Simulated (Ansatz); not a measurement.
# ZnS (F-43m): all-electron equation of state from a Python script

Where is the equilibrium volume of ZnS (F-43m) with all electrons, and how stiff is it? The task is an all-electron equation of state, for ZnS (F-43m).

The COD entry's cell or inner coordinates are ideal or old and differ from later refinements, so a difference from it is no clean test against experiment.

All numbers are computed with Ansatz 0.2.0 through its Python package. Level of theory: DFT PBEsol, all-electron LAPW.

### 1 Starting point

The structure is cubic, space group F-43m (No. 216). Conventional cell: a = 5.404 Å, b = 5.404 Å, c = 5.404 Å, α = 90.00°, β = 90.00°, γ = 90.00°. Around Zn (site symmetry -43m) lie 4 S at 2.34 Å. S (site symmetry -43m) has 4 Zn at 2.34 Å as nearest neighbours.

The script holds or builds the structure itself.

### 2 The script

Input file zns.py:

```python
# -*- coding: utf-8 -*-
import warnings

import ansatz as az
from ase.eos import EquationOfState
from ase.units import GPa
import numpy as np

vectors0 = np.array([
    [0.0, 2.702, 2.702],
    [2.702, 0.0, 2.702],
    [2.702, 2.702, 0.0],
])
sites = [
    ('Zn', [0.25, 0.25, 0.25]),
    ('S', [0.0, 0.0, 0.0]),
]


def crystal_on(cell):
    crystal = az.Crystal(lattice=az.Lattice.of(cell))
    for symbol, position in sites:
        crystal = crystal.atom(symbol, position)
    return crystal


def main():
    warnings.simplefilter('ignore', az.DeckWarning)

    volumes, energies = [], []
    for scale in np.linspace(0.92, 1.08, 5):
        cell = vectors0 * scale ** (1 / 3)
        calculation = (
            crystal_on(cell).calculation()
            .scf(self_checks='low')
            .functional('pbesol')
            .occupations(az.OccupationsMethod.FIXED)
            .mixing('anderson', beta=0.2)
            .kpoints(6, 6, 6)
            .pseudopotentials('all_electron', lapw=True)
        )
        data = calculation.run().report
        volumes.append(abs(np.linalg.det(cell)) / len(sites))
        energies.append(data['free_energy_ev'] / len(sites))
        print(f'{scale:.3f} {volumes[-1]:9.4f} A^3/atom {energies[-1]:16.5f} eV/atom  (estimated basis error {1000 * data["lapw_basis_errors"]["total_ev_per_atom"]:.2f} meV/atom)')
    v0, e0, bulk = EquationOfState(volumes, energies, eos='birchmurnaghan').fit()
    print(f'V0 = {v0:.4f} A^3/atom, B0 = {bulk / GPa:.1f} GPa')


if __name__ == '__main__':
    main()
```

### 3 The calls as engine input

The package turns the script's settings into the engine's input (first run):

```yaml
crystal:
  lattice:
    - [0.0, 2.627935008443349, 2.627935008443349]
    - [2.627935008443349, 0.0, 2.627935008443349]
    - [2.627935008443349, 2.627935008443349, 0.0]
  atoms:
    - { symbol: Zn, position: [0.25, 0.25, 0.25] }
    - { symbol: S, position: [0.0, 0.0, 0.0] }
kpoints:
  mp_grid:
    grid: [6, 6, 6]
hamiltonian:
  xc: pbesol
  pseudopotentials:
    kind: all_electron
    lapw: {}
scf:
  self_checks: low
  mixing:
    algorithm: anderson
    beta: 0.2
  occupations:
    method: fixed
```

### 4 Running it

On the command line:

```bash
python zns.py
```

Output:

```text
0.920   18.1486 A^3/atom     -29841.01815 eV/atom  (estimated basis error 0.11 meV/atom)
0.960   18.9377 A^3/atom     -29841.03335 eV/atom  (estimated basis error 0.11 meV/atom)
1.000   19.7268 A^3/atom     -29841.03120 eV/atom  (estimated basis error 0.11 meV/atom)
1.040   20.5158 A^3/atom     -29841.01519 eV/atom  (estimated basis error 0.11 meV/atom)
1.080   21.3049 A^3/atom     -29840.98811 eV/atom  (estimated basis error 0.11 meV/atom)
V0 = 19.2168 A^3/atom, B0 = 78.9 GPa
```

Wall time 48 s (1 thread of Arm Neoverse V1, shared host); peak memory 0.35 GiB.

### 5 Inputs of later runs

The engine's inputs for some of the other runs:

Run 2, against run 1:

```diff
@@ -3,3 +3,3 @@
-    - [0.0, 2.627935008443349, 2.627935008443349]
-    - [2.627935008443349, 0.0, 2.627935008443349]
-    - [2.627935008443349, 2.627935008443349, 0.0]
+    - [0.0, 2.665482009936372, 2.665482009936372]
+    - [2.665482009936372, 0.0, 2.665482009936372]
+    - [2.665482009936372, 2.665482009936372, 0.0]
```

Run 3, against run 1:

```diff
@@ -3,3 +3,3 @@
-    - [0.0, 2.627935008443349, 2.627935008443349]
-    - [2.627935008443349, 0.0, 2.627935008443349]
-    - [2.627935008443349, 2.627935008443349, 0.0]
+    - [0.0, 2.702, 2.702]
+    - [2.702, 0.0, 2.702]
+    - [2.702, 2.702, 0.0]
```

Run 4, against run 1:

```diff
@@ -3,3 +3,3 @@
-    - [0.0, 2.627935008443349, 2.627935008443349]
-    - [2.627935008443349, 0.0, 2.627935008443349]
-    - [2.627935008443349, 2.627935008443349, 0.0]
+    - [0.0, 2.737556709122119, 2.737556709122119]
+    - [2.737556709122119, 0.0, 2.737556709122119]
+    - [2.737556709122119, 2.737556709122119, 0.0]
```

### 6 The runs side by side

From the records of these 5 runs:

```tsv
run	volume (Å³/atom)	energy from run 2 (meV/atom)	gap on the mesh (eV)	SCF cycles	CPU time (s)
1	18.149	15.19	2.34	10	10
2	18.938	0.00	2.15	9	9
3	19.727	2.15	1.97	9	9
4	20.516	18.16	1.81	9	8.8
5	21.305	45.24	1.65	9	8.8
```

### 7 What came out

```
                      quantity           value
                 runs compared               5
               range of energy  45.24 meV/atom
lowest point, volume (Å³/atom)          18.938
      equilibrium volume (fit)   19.22 Å³/atom
            bulk modulus (fit)          79 GPa
```

In words: A third-order Birch-Murnaghan fit through the 5 points has its minimum at 19.22 Å³ an atom, 2.6 % below the typed cell, with a bulk modulus of 79 GPa and dB/dP = 4.5. From that minimum the energy rises by 16.2 meV an atom on the compressed side and 46.3 meV on the expanded side. Of the deposited cell: the entry's cell lengths or inner coordinates differ somewhat from later room-temperature determinations.
